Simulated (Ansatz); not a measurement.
# Pt (Fm-3m) in Ansatz: a series of runs

Runs on Pt. Level: HSE06. Tasks: single point, equation of state.

Program: Ansatz 0.2.0. These are calculated values, not measurements. Logs are shortened: lines on timing, memory, paths and dates and some standing lists are left out, and cuts for length are marked.

## Step 1: The structure

Symmetry: Fm-3m, No. 225, cubic system. Conventional cell: a = 3.922 Å, b = 3.922 Å, c = 3.922 Å, α = 90.00°, β = 90.00°, γ = 90.00°. Pt (site symmetry m-3m) has 12 Pt at 2.77 Å as nearest neighbours.

## Step 2: Single point, HSE06, 14.18 Å³/atom (volume scaled by 0.94)

File input:

```
crystal:
  lattice:
    - [0.0, 1.9208704006, 1.9208704006]
    - [1.9208704006, 0.0, 1.9208704006]
    - [1.9208704006, 1.9208704006, 0.0]
  atoms:
    - { symbol: Pt, position: [0.0, 0.0, 0.0] }
hamiltonian:
  xc: hse06
  pseudopotentials: { kind: paw }
kpoints:
  mp_grid: { grid: [8, 8, 8] }
scf:
  occupations: { method: fermi_dirac, width: 0.05 }
output:
  forces: true
  stress: true
  eigenvalues: true
```

Potentials or basis: Ansatz PAW.

The log of the run:

```text
Warning: output.stress: scf.convergence.dr2_threshold = 1e-7 eV (the SCF's general default) is looser than the 1e-10 eV advised for a printed stress (1e-10 eV for each atom of the cell: 1). What an SCF threshold leaves in a stress goes as its square root, and in the free energy as the threshold itself, and one threshold admits the most on a small cell: of the crystals measured, under no hybrid functional and no lock of the moments, on runs that ended without the residual-converged pass, on stresses that held no estimate of that error, the worst erred by over 100 MPa in a component at 1e-7 eV an atom and by under 5 at 1e-10. Set scf.convergence.dr2_threshold to 1e-10 eV or tighter. The threshold is an SCF's pass mark: one that does not reach it within its budget of iterations ends unconverged, or closes short of it on a stop that the run arms, and scf.convergence.dr2_threshold's page says what that costs each kind of run
Warning: output.stress: scf.exx.energy_threshold = 1e-6 eV is looser than the 1e-8 eV advised for a stress under a hybrid functional (1e-8 eV for each atom of the cell: 1). Every SCF of the exchange loop can meet its threshold on dr2 while the loop round them stops early: no threshold on dr2 bounds what that leaves in the stress. Set scf.exx.energy_threshold to 1e-8 eV or tighter. The threshold is the loop's pass mark: a loop that does not reach it within its budget of cycles ends unconverged, and scf.exx.energy_threshold's page has the law
GPUs: using 1 of 1 available (devices: 1).
Engine: ansatz 0.2.0, x86_64-unknown-linux-gnu
Pseudopotentials: kind: paw
Pseudopotential: Pt, paw, valence charge 18, recommended cutoff 420 eV (normal), Pt.paw.azcp
Functional definition: HSE06
  parameter a = 0.25
  parameter omega = 0.11/bohr
  exchange = pbe_x - a*pbe_x_sr(omega) + a*exact_x_sr(omega)
  correlation = pbe_c
device memory: the entry about to start is reckoned to put 0.4 GiB on a device that reports 36.3 GiB free (of which the cap on the GPU budget leaves the run 18.0 GiB)
GPU FFT provider: cuFFT
GPU libraries: cuBLAS 13.8.2, cuFFT 12.4.0, cuSOLVER 12.3.4
Crystal: 1 atoms, lattice volume = 14.175 Å³
Basis set: ecut = 420 eV, 283 PW (Γ), exchange–correlation on 40×40×40 points (8 copies of the dense FFT grid, shifted against one another)
Bands: 13, of which v1, the nominal top of the filled ones, is band 9 counted from 1 (8 counted from 0)
Symmetry: 48 space group operations
Space group: Fm-3m (ITA 225), of the structure as read, at distance tolerance 2.4e-5 Å
k-points: 29 of 512
Non-local potential: Pt, projectors of the file, l = 0: 3, l = 1: 2, l = 2: 2, l = 3: 1
PAW form: soft (Blöchl's): semilocal exchange-correlation on the pseudo side does not see the compensation charge
PAW frozen core: Pt, regenerated for the run's functional, and the local potential with it (the file was generated under x = pbe(κ = 0.804, μ = 0.2195149727645171), c = pbe(β = 0.06672455060314922))
PAW one-centre angular grid: Pt, 590 points (default); XC on 64 Gauss nodes
Initial density: superposition of atomic densities (neutral atoms: chi_scale 0, normalization atom), corrected by the library's trained network
Initial wavefunctions: pseudopotential atomic-orbital guess
GPU buffer pool allocated for 8000 grid points (all kernels)
GPU transforms: local potential and band sums: pruned to the plane-wave sphere, on 18×20×20
Functional: x = pbe(κ = 0.804, μ = 0.2195149727645171), c = pbe(β = 0.06672455060314922), warm-up for x = pbe(κ = 0.804, μ = 0.2195149727645171) + 0.25 (exact − pbe) at short range (hse, ω = 0.20786987370883472 Å⁻¹), c = pbe(β = 0.06672455060314922); HSE06 as pw.x's `hse` composes it (authors' and Libxc's form: `xc: wpbeh`)
SCF iter   1: F=—  HF=-12522.882961 eV  |F-HF|=—  |Δ(HF+E_count)|=         —  Δρ=8.33e-3  dr2=8.26e-3  ethr=1.77e-3  ⟨swp⟩=6.8  Hψ=1588  notcnv=0
preconditioner: auto → none  [metal: Δε(μ)=0.058 eV  Ē_g=14.929 eV  σ=0.050 eV  W_gap=0.27  n_scr=8 (ndim 8)  ℏωp=31.2 eV  f_vac=0.000  D(μ)=1.51/eV (n_scr^D=14)  sad-step TF]
SCF iter   2: F=—  HF=-12522.881010 eV  |F-HF|=—  |Δ(HF+E_count)|=   1.95e-3  Δρ=3.53e-3  dr2=1.44e-3  ethr=4.59e-5  ⟨swp⟩=3.1  Hψ=792  notcnv=0  defer=1
iter 3 solved again at ethr=8.56e-8 eV; its pass at ethr=7.99e-6 eV (dr2=1.54e-5 eV) is discarded
SCF iter   3: F=—  HF=-12522.880712 eV  |F-HF|=—  |Δ(HF+E_count)|=   2.99e-4  Δρ=5.07e-4  dr2=1.56e-5  ethr=8.56e-8  ⟨swp⟩=2.9  Hψ=1525  notcnv=0
SCF iter   4: F=—  HF=-12522.880729 eV  |F-HF|=—  |Δ(HF+E_count)|=   1.74e-5  Δρ=6.30e-5  dr2=1.06e-7  ethr=8.56e-8  ⟨swp⟩=3.0  Hψ=726  notcnv=0
SCF iter   5: F=—  HF=-12522.880729 eV  |F-HF|=—  |Δ(HF+E_count)|=   3.57e-7  Δρ=7.42e-6  dr2=1.74e-9  ethr=5.90e-10  ⟨swp⟩=3.0  Hψ=881  notcnv=0
SCF iter   6: F=-12522.880729 eV  HF=-12522.880729 eV  |F-HF|=3.27e-11  |Δ(HF+E_count)|=   2.44e-9  Δρ=7.96e-7  dr2=5.05e-11  ethr=9.65e-12  ⟨swp⟩=3.0  Hψ=832  notcnv=0
SCF 1 converged in 6 iterations: F = -12522.880729 eV  dr2 = 5.05e-11
device memory: the entry about to start is reckoned to put 1.0 GiB on a device that reports 36.4 GiB free (of which the cap on the GPU budget leaves the run 18.0 GiB)
GPU FFT provider: cuFFT
GPU libraries: cuBLAS 13.8.2, cuFFT 12.4.0, cuSOLVER 12.3.4
Initial density: handed on by an earlier stage of this run
Initial wavefunctions: those handed on with the density
GPU buffer pool allocated for 8000 grid points (all kernels)
GPU transforms: local potential and band sums: pruned to the plane-wave sphere, on 18×20×20
Functional: x = pbe(κ = 0.804, μ = 0.2195149727645171) + 0.25 (exact − pbe) at short range (hse, ω = 0.20786987370883472 Å⁻¹), c = pbe(β = 0.06672455060314922); HSE06 as pw.x's `hse` composes it (authors' and Libxc's form: `xc: wpbeh`)
Exchange kernel: α = 0.2500, screened, ω = 0.2079 Å⁻¹, Wigner–Seitz truncation, v(0) = 1045.8056 eV·Å³, q-mesh 8×8×8, nearest image of the exchange supercell L = 21.73 Å, pair-density grid 12×12×12, without the augmentation charges, whose exchange is taken in its separable form by FFT convolution over the k-point mesh (sized by the pseudopotential files, 15×15×15 at the most), smooth part of the exact exchange by density-matrix convolution in up to 1.82 GiB of GPU memory as planned if the GPU has room (build and FFT work areas not counted)
Frozen-core exchange: fock
iter 1 solved again at ethr=2.82e-5 eV; its pass at ethr=1.00e-1 eV (dr2=5.08e-3 eV) is discarded
SCF iter   1: F=—  HF=-12525.037718 eV  |F-HF|=—  |Δ(HF+E_count)|=         —  Δρ=9.63e-3  dr2=5.76e-3  ethr=2.82e-5  ⟨swp⟩=3.6  Hψ=1620  notcnv=0
preconditioner: auto → none  [metal: Δε(μ)=0.060 eV  Ē_g=16.657 eV  σ=0.050 eV  W_gap=0.28  n_scr=8 (ndim 8)  ℏωp=31.2 eV  f_vac=0.000  D(μ)=1.30/eV (n_scr^D=14)]
SCF iter   2: F=—  HF=-12525.035718 eV  |F-HF|=—  |Δ(HF+E_count)|=   2.00e-3  Δρ=4.22e-3  dr2=1.20e-3  ethr=2.82e-5  ⟨swp⟩=3.0  Hψ=775  notcnv=0
SCF iter   3: F=—  HF=-12525.039147 eV  |F-HF|=—  |Δ(HF+E_count)|=   3.43e-3  Δρ=2.76e-3  dr2=3.84e-4  ethr=3.22e-6  ⟨swp⟩=3.2  Hψ=771  notcnv=0
SCF iter   4: F=—  HF=-12525.039016 eV  |F-HF|=—  |Δ(HF+E_count)|=   1.31e-4  Δρ=5.78e-4  dr2=3.36e-5  ethr=1.81e-6  ⟨swp⟩=2.5  Hψ=672  notcnv=0
SCF iter   5: F=—  HF=-12525.039120 eV  |F-HF|=—  |Δ(HF+E_count)|=   1.04e-4  Δρ=3.71e-4  dr2=6.48e-6  ethr=4.94e-8  ⟨swp⟩=3.4  Hψ=1041  notcnv=0
SCF iter   6: F=-12525.039118 eV  HF=-12525.039118 eV  |F-HF|=6.50e-8  |Δ(HF+E_count)|=   1.85e-6  Δρ=7.89e-5  dr2=1.97e-6  ethr=2.60e-8  ⟨swp⟩=3.0  Hψ=723  notcnv=0
SCF 2 stopped early in 6 iterations: F = -12525.039118 eV  dr2 = 1.97e-6
hybrid outer 1: dexx = +4.295e-3 eV, tail = 1.79e-5 eV
GPU FFT provider: cuFFT
GPU libraries: cuBLAS 13.8.2, cuFFT 12.4.0, cuSOLVER 12.3.4
GPU buffer pool allocated for 8000 grid points (all kernels)
GPU transforms: local potential and band sums: pruned to the plane-wave sphere, on 18×20×20
Exchange kernel: α = 0.2500, screened, ω = 0.2079 Å⁻¹, Wigner–Seitz truncation, v(0) = 1045.8056 eV·Å³, q-mesh 8×8×8, nearest image of the exchange supercell L = 21.73 Å, pair-density grid 12×12×12, without the augmentation charges, whose exchange is taken in its separable form by FFT convolution over the k-point mesh (sized by the pseudopotential files, 15×15×15 at the most), smooth part of the exact exchange by density-matrix convolution in up to 1.82 GiB of GPU memory as planned if the GPU has room (build and FFT work areas not counted)
Frozen-core exchange: fock
SCF iter   1: F=—  HF=-12525.039106 eV  |F-HF|=—  |Δ(HF+E_count)|=         —  Δρ=1.42e-4  dr2=5.80e-7  ethr=4.96e-7  ⟨swp⟩=3.3  Hψ=919  notcnv=0
preconditioner: auto → none  [metal: Δε(μ)=0.060 eV  Ē_g=16.646 eV  σ=0.050 eV  W_gap=0.29  n_scr=8 (ndim 8)  ℏωp=31.2 eV  f_vac=0.000  D(μ)=1.36/eV (n_scr^D=14)]
SCF iter   2: F=—  HF=-12525.039105 eV  |F-HF|=—  |Δ(HF+E_count)|=   1.58e-7  Δρ=3.80e-5  dr2=1.29e-7  ethr=2.60e-9  ⟨swp⟩=3.0  Hψ=781  notcnv=0
SCF iter   3: F=—  HF=-12525.039106 eV  |F-HF|=—  |Δ(HF+E_count)|=   3.75e-7  Δρ=1.91e-5  dr2=2.01e-8  ethr=1.71e-10  ⟨swp⟩=3.3  Hψ=937  notcnv=0  defer=1
SCF iter   4: F=-12525.039106 eV  HF=-12525.039106 eV  |F-HF|=3.66e-10  |Δ(HF+E_count)|=   2.51e-8  Δρ=5.97e-6  dr2=1.51e-9  ethr=6.76e-11  ⟨swp⟩=3.1  Hψ=722  notcnv=0  defer=1
SCF 3 converged in 4 iterations: F = -12525.039106 eV  dr2 = 1.51e-9
  Residual-converged pass: ⟨swp⟩=2.8  Hψ=681  notcnv=0  max |occ|·‖R‖ = 2.4e-6 eV (tolerance 2.4e-6 eV)  dr2=1.50e-9  dr2_onsite=6.25e-11  max |Δocc| = 6.4e-12
hybrid outer 2: dexx = +7.338e-7 eV, tail = 1.82e-8 eV, Δε = 2.75e-3 eV (about 8.95e-5 eV left of the loop's levels)
hybrid SCF converged: 2 outer / 10 inner (+6 warm-up), last move |dexx| = 7.34e-7 eV, tail = 1.82e-8 eV
Stability not checked: this state was not tested for a lower state beside it, because the functional holds exact exchange (a hybrid, or Hartree-Fock), whose exchange loop this test does not read (fock_operator; see scf.lower_state_search)
Free energy (F): -12525.039106 eV
Frozen-core exchange: fock
Harris-Foulkes:  -12525.039106 eV  (|F-HF|=3.66e-10)
Internal energy: -12525.028129 eV  (E = F + TS)
E sigma→0 (E₀):  -12525.033618 eV
Entropy (-TS):   -0.010977 eV (-10.977 meV/atom)
Fermi energy:    24.698595 eV
--- Per-component energies (eV) ---
  E_band       = -140.808362
  E_kinetic    = 640.730931
  E_local      = -1378.265198  (includes V_loc(G=0)·N_el)
  E_nonlocal   = 201.104514
  E_hartree    = 516.274787
  E_xc         = -209.325202
  E_vxc        = -240.672687  (∫ρ·V_xc dr)
  E_exx        = -63.865483  (= α·E_x^exact, valence–valence)
  E_paw        = -9445.681803  (= ΣΔE_a)
  E_vpaw       = -268.524627  (= ΣTr[D̂ρ^β])
  E_aug_tail   = 0.000187  (compensation charges beyond the density's cutoff)
  E_ewald      = -2783.973068
  E_core_change = -2.027793  (= ΣΔE_core)
  E_smearing   = -0.010977  (= −TS)
  E_closure    = 0.000000  (closes the sum)
  Σ components = -12525.039106   (vs F -12525.039106, Δ=0.00e0)
--- Forces (eV/Å), atoms counted from 1 ---
  atom   1  Pt    -0.00000000     0.00000000    -0.00000000
  max |Σ_I F_I| component: 5.78e-30 eV/Å
--- Stress (GPa, compression-positive) ---
       20.702669      -0.000000      -0.000000
       -0.000000      20.702669       0.000000
        0.000000       0.000000      20.702669
  P = ⅓ Tr σ = 20.7027 GPa (207.027 kbar)
--- Band table (eV; the first three rows and the last of 29) ---
  k-point 0: bands = ["-78.2377", "-30.8120", "-30.8120", "-30.8120", "13.0306", "19.9366", "19.9366", "19.9366", "22.3423", "22.3423", "40.4387", "45.9579", "45.9579"]
  k-point 1: bands = ["-78.2298", "-30.9189", "-30.8282", "-30.8282", "13.7557", "19.6652", "20.2067", "20.2067", "22.2396", "22.2396", "41.4817", "43.4550", "47.0372"]
  k-point 2: bands = ["-78.2105", "-31.1745", "-30.8675", "-30.8675", "15.3461", "19.6862", "20.3349", "20.3349", "22.7141", "22.7141", "39.7589", "42.6541", "49.7072"]
  k-point 28: bands = ["-78.1651", "-31.2940", "-31.2940", "-31.0951", "17.6306", "19.1433", "19.1433", "22.0282", "25.5302", "33.6891", "34.5298", "34.5298", "38.6579"]
```

Run time: 53 s. Hardware: 1 × NVIDIA H100 80GB HBM3 with 2 threads of AMD EPYC 7R13 (Zen 3), shared host; peak memory 1.9 GiB.

What came out:

| Quantity | Value |
| --- | --- |
| Free energy | -12525.0391 eV |
| Pressure | 20.7 GPa |
| Band gap on the k mesh | none (metal or under the smearing width) |

Caveat: the PAW data sets come from PBE, with cores solved anew for the run's functional, which leaves a small shift of forces and pressure; the thresholds are loose for stress.

## Step 3: Single point, HSE06, 14.48 Å³/atom (volume scaled by 0.96)

File input:

```
crystal:
  lattice:
    - [0.0, 1.9343981026, 1.9343981026]
    - [1.9343981026, 0.0, 1.9343981026]
    - [1.9343981026, 1.9343981026, 0.0]
  atoms:
    - { symbol: Pt, position: [0.0, 0.0, 0.0] }
hamiltonian:
  xc: hse06
  pseudopotentials: { kind: paw }
kpoints:
  mp_grid: { grid: [8, 8, 8] }
scf:
  occupations: { method: fermi_dirac, width: 0.05 }
output:
  forces: true
  stress: true
  eigenvalues: true
  write_density: true
  write_potential: true
  elf: true
  volumetric_format: npy
```

Potentials or basis: Ansatz PAW.

Wall time 22 s (1 × NVIDIA H100 80GB HBM3 with 2 threads of AMD EPYC 7R13 (Zen 3), shared host); peak memory 1.9 GiB.

It converged, with:

```yaml
Free_energy: -12525.0706 eV
Pressure: 12.9 GPa
Band_gap_on_the_k_mesh: none (metal or under the smearing width)
```

Caveat: the PAW data sets come from PBE, with cores solved anew for the run's functional, which leaves a small shift of forces and pressure; the thresholds are loose for stress.

## Step 4: Single point, HSE06, 14.78 Å³/atom (volume scaled by 0.98)

File input:

```
crystal:
  lattice:
    - [0.0, 1.9477392008, 1.9477392008]
    - [1.9477392008, 0.0, 1.9477392008]
    - [1.9477392008, 1.9477392008, 0.0]
  atoms:
    - { symbol: Pt, position: [0.0, 0.0, 0.0] }
hamiltonian:
  xc: hse06
  pseudopotentials: { kind: paw }
kpoints:
  mp_grid: { grid: [8, 8, 8] }
scf:
  occupations: { method: fermi_dirac, width: 0.05 }
output:
  forces: true
  stress: true
  eigenvalues: true
```

Wall time 13 s (1 × NVIDIA H100 80GB HBM3 with 2 threads of AMD EPYC 7R13 (Zen 3), shared host); peak memory 1.9 GiB.

The run converged. Its results:

- Free energy: -12525.0884 eV
- Pressure: 6.1 GPa
- Band gap on the k mesh: none (metal or under the smearing width)

Caveat: the PAW data sets come from PBE, with cores solved anew for the run's functional, which leaves a small shift of forces and pressure; the thresholds are loose for stress.

## Step 5: Single point, HSE06, 15.08 Å³/atom

File input:

```
crystal:
  lattice:
    - [0.0, 1.9609, 1.9609]
    - [1.9609, 0.0, 1.9609]
    - [1.9609, 1.9609, 0.0]
  atoms:
    - { symbol: Pt, position: [0.0, 0.0, 0.0] }
hamiltonian:
  xc: hse06
  pseudopotentials: { kind: paw }
kpoints:
  mp_grid: { grid: [8, 8, 8] }
scf:
  occupations: { method: fermi_dirac, width: 0.05 }
output:
  forces: true
  stress: true
  eigenvalues: true
  write_density: true
  write_potential: true
  elf: true
  volumetric_format: npy
```

It took 34 s on 1 × NVIDIA H100 80GB HBM3 with 2 threads of AMD EPYC 7R13 (Zen 3), shared host; peak memory 1.9 GiB.

It converged, with:

- Free energy: -12525.0941 eV
- Pressure: 0.1 GPa
- Band gap on the k mesh: none (metal or under the smearing width)

Caveat: the PAW data sets come from PBE, with cores solved anew for the run's functional, which leaves a small shift of forces and pressure; the thresholds are loose for stress.

## Step 6: Single point, HSE06, 15.38 Å³/atom (volume scaled by 1.02)

File input:

```
crystal:
  lattice:
    - [0.0, 1.9738864712, 1.9738864712]
    - [1.9738864712, 0.0, 1.9738864712]
    - [1.9738864712, 1.9738864712, 0.0]
  atoms:
    - { symbol: Pt, position: [0.0, 0.0, 0.0] }
hamiltonian:
  xc: hse06
  pseudopotentials: { kind: paw }
kpoints:
  mp_grid: { grid: [8, 8, 8] }
scf:
  occupations: { method: fermi_dirac, width: 0.05 }
output:
  forces: true
  stress: true
  eigenvalues: true
```

Potentials or basis: Ansatz PAW.

Wall time 29 s (1 × NVIDIA H100 80GB HBM3 with 2 threads of AMD EPYC 7R13 (Zen 3), shared host); peak memory 1.9 GiB.

It converged, with:

```yaml
Free_energy: -12525.0893 eV
Pressure: -5.0 GPa
Band_gap_on_the_k_mesh: none (metal or under the smearing width)
```

Caveat: the PAW data sets come from PBE, with cores solved anew for the run's functional, which leaves a small shift of forces and pressure; the thresholds are loose for stress.

## Step 7: Single point, HSE06, 15.68 Å³/atom (volume scaled by 1.04)

input: that of step 6 with these lines changed.

```diff
@@ -2,5 +2,5 @@
   lattice:
-    - [0.0, 1.9738864712, 1.9738864712]
-    - [1.9738864712, 0.0, 1.9738864712]
-    - [1.9738864712, 1.9738864712, 0.0]
+    - [0.0, 1.986704275, 1.986704275]
+    - [1.986704275, 0.0, 1.986704275]
+    - [1.986704275, 1.986704275, 0.0]
   atoms:
```

It took 10 s on 1 × NVIDIA H100 80GB HBM3 with 2 threads of AMD EPYC 7R13 (Zen 3), shared host; peak memory 1.9 GiB.

Results (log left out):

- Free energy: -12525.0756 eV
- Pressure: -9.4 GPa
- Band gap on the k mesh: none (metal or under the smearing width)

Caveat: the PAW data sets come from PBE, with cores solved anew for the run's functional, which leaves a small shift of forces and pressure; the thresholds are loose for stress.

## Step 8: Single point, HSE06, 15.98 Å³/atom (volume scaled by 1.06)

input: that of step 7 with these lines changed.

```diff
@@ -2,5 +2,5 @@
   lattice:
-    - [0.0, 1.986704275, 1.986704275]
-    - [1.986704275, 0.0, 1.986704275]
-    - [1.986704275, 1.986704275, 0.0]
+    - [0.0, 1.9993587835, 1.9993587835]
+    - [1.9993587835, 0.0, 1.9993587835]
+    - [1.9993587835, 1.9993587835, 0.0]
   atoms:
```

Run time: 13 s. Hardware: 1 × NVIDIA H100 80GB HBM3 with 2 threads of AMD EPYC 7R13 (Zen 3), shared host; peak memory 1.9 GiB.

The run converged. Its results:

| Item | Value |
| --- | --- |
| Free energy | -12525.0542 eV |
| Pressure | -13.2 GPa |
| Band gap on the k mesh | none (metal or under the smearing width) |

Caveat: the PAW data sets come from PBE, with cores solved anew for the run's functional, which leaves a small shift of forces and pressure; the thresholds are loose for stress.

## Step 9: Equation of state, HSE06

Potentials or basis: Ansatz PAW.

This step only gathers the single runs of the series.

Results:

| Property | Result |
| --- | --- |
| Equilibrium volume | 15.09 Å³/atom |
| Bulk modulus | 275 GPa |
| Pressure derivative of the bulk modulus | 6.3 (rough: it moves with the points fitted) |

Energy against volume, from the lowest point:
```
volume (Å³/atom)  energy (meV/atom)
          14.175              54.98
          14.477              23.50
          14.778               5.72
          15.080               0.00
          15.381               4.78
          15.683              18.53
          15.985              39.86
```

Caveat: the PAW data sets were made with another functional, which shifts forces and pressure a little.
